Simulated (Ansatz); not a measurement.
AlPt under changes of volume

One of the cells (14.774 Å³/atom); the others are scaled copies at fixed shape and fractional positions:

```
Pt Al
1.0
     3.09155    0.00000    0.00000
     0.00000    3.09155    0.00000
     0.00000    0.00000    3.09155
Pt Al
1 1
Direct
  0.50000 0.50000 0.50000
  0.00000 0.00000 0.00000
```

Measurements of this composition are mostly on another form, of space group No. 198.

```yaml
Program: Ansatz 0.2.0
Functional: PBEsol
Potentials_or_basis: Ansatz PAW
Cutoff: "420 eV (not typed: the program's choice for these potentials)"
k_mesh: 9 × 9 × 9
Occupations: fermi-dirac, width 0.05 eV
Spin: no spin polarisation
```

```csv
volume (Å³/atom),energy over the lowest point (meV/atom),pressure (GPa)
13.888,8.14,6.8
14.183,0.00,2.1
14.478,0.01,-2.0
14.774,7.29,-5.8
15.069,?,?
15.365,40.48,-12.0
15.660,65.03,-14.6
```

Problem. What does the run at 15.069 Å³/atom give?

Solution. Energy over the lowest point 21.02 meV/atom; pressure -9.0 GPa.

Worked out: A Birch-Murnaghan fit of order 3 (a polynomial in V^(-2/3)) to the other rows has its minimum at 14.33 Å³/atom with B0 = V·E''(V) = 202 GPa and B' = 4.7. It gives 20.98 meV/atom at 15.069 Å³/atom, against the run's 21.02, and -dE/dV = -9.1 GPa, against -9.0.

Energies are extrapolated to zero smearing.

Caveats: the PAW data sets come from PBE, with cores solved anew for the run's functional, which leaves a small shift of forces and pressure.
